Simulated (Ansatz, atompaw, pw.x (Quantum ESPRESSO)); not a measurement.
**What a changed setting does to a pw.x run (diamond Ir)**

Potential: PAW, atompaw 4.2.0.5, PBE; core [Kr] 4d10 4f14 5s2, reference 5p6 5d7 6s2 6p0; waves: 6s (bound): rc 2.85 bohr; 6s channel at 2.05 Ry: rc 2.60 bohr; 5p (bound): rc 1.30 bohr; 6p (bound, empty): rc 2.85 bohr; 5d (bound): rc 2.10 bohr; 5d channel at 2.05 Ry: rc 2.10 bohr; 5f channel at 0.05 Ry: rc 2.85 bohr; local part: bessel scheme, radius 2.35 bohr; core correction: smooth core density matched at 2.40 bohr; augmentation: sinc compensation charge, radius 2.70 bohr; PAW radius 2.85 bohr; waves and projectors: custom polynom vanderbiltortho.

The reference run (k-mesh 8³, cutoffs 75/750 Ry, Fermi–Dirac 0.01 Ry, mixing_beta 0.4, conv_thr 1e-9, no spin) gives 1.70 GPa at 21.558 Å³/atom, where all-electron LAPW gives 0.45 GPa. This run, with its own iteration cap, changes k-mesh shift to 1.

```
&control
  calculation='scf', prefix='x', pseudo_dir='./', outdir='./tmp', tstress=.true., disk_io='none'
/
&system
  ibrav=0, nat=2, ntyp=1, ecutwfc=75, ecutrho=750, nbnd=24,
  occupations='smearing', smearing='fd', degauss=0.01
/
&electrons
  conv_thr=1e-09, mixing_beta=0.4, electron_maxstep=50
/
ATOMIC_SPECIES
Ir 1.0 Ir.UPF
CELL_PARAMETERS angstrom
  0.00000000 2.78314707 2.78314707
  2.78314707 0.00000000 2.78314707
  2.78314707 2.78314707 0.00000000
ATOMIC_POSITIONS crystal
Ir 0.0000 0.0000 0.0000
Ir 0.2500 0.2500 0.2500
K_POINTS automatic
8 8 8 1 1 1
```

```bash
pw.x < Ir.scf.in > Ir.scf.out
```

How does the run end?

It converges in 9 iterations; the free energy moves by -0.1 meV/atom and the pressure by +0.17 GPa.

```
Message from routine setup:
     using ibrav=0 with symmetry is DISCOURAGED, use correct ibrav instead
     lattice parameter (alat)  =       7.4379  a.u.
     unit-cell volume          =     290.9612 (a.u.)^3
     number of electrons       =        30.00
     number of Kohn-Sham states=           24
     kinetic-energy cutoff     =      75.0000  Ry
     charge density cutoff     =     750.0000  Ry
     scf convergence threshold =      1.0E-09
     Exchange-correlation= SLA PW PBX PBC
     number of k points=    60  Fermi-Dirac smearing, width (Ry)=  0.0100
     iteration #  1     ecut=    75.00 Ry     beta= 0.40
     total energy              =   -1640.23025361 Ry
     estimated scf accuracy    <       0.03142601 Ry
     iteration #  2     ecut=    75.00 Ry     beta= 0.40
     total energy              =   -1640.22707038 Ry
     estimated scf accuracy    <       0.01023001 Ry
     iteration #  3     ecut=    75.00 Ry     beta= 0.40
     total energy              =   -1640.22751337 Ry
     estimated scf accuracy    <       0.00001375 Ry
     iteration #  4     ecut=    75.00 Ry     beta= 0.40
     total energy              =   -1640.22752314 Ry
     estimated scf accuracy    <       0.00000493 Ry
     iteration #  5     ecut=    75.00 Ry     beta= 0.40
     total energy              =   -1640.22752474 Ry
     estimated scf accuracy    <       0.00000016 Ry
     iteration #  6     ecut=    75.00 Ry     beta= 0.40
     total energy              =   -1640.22752470 Ry
     estimated scf accuracy    <       0.00000007 Ry
     iteration #  7     ecut=    75.00 Ry     beta= 0.40
     total energy              =   -1640.22752471 Ry
     estimated scf accuracy    <          1.4E-09 Ry
     iteration #  8     ecut=    75.00 Ry     beta= 0.40
     total energy              =   -1640.22752471 Ry
     estimated scf accuracy    <          1.5E-09 Ry
     iteration #  9     ecut=    75.00 Ry     beta= 0.40
     the Fermi energy is    14.6609 ev
!    total energy              =   -1640.22752471 Ry
     estimated scf accuracy    <          5.3E-12 Ry
     smearing contrib. (-TS)   =      -0.00941811 Ry
     convergence has been achieved in   9 iterations
          total   stress  (Ry/bohr**3)                   (kbar)     P=       18.64
     Message from routine punch:
     Nothing written, as per user request (disk_io='none')
```

The run took about 2.4 min on one core of a shared host (Intel(R) Xeon(R) Platinum 8488C, 96 threads, 744 GiB, load 64).
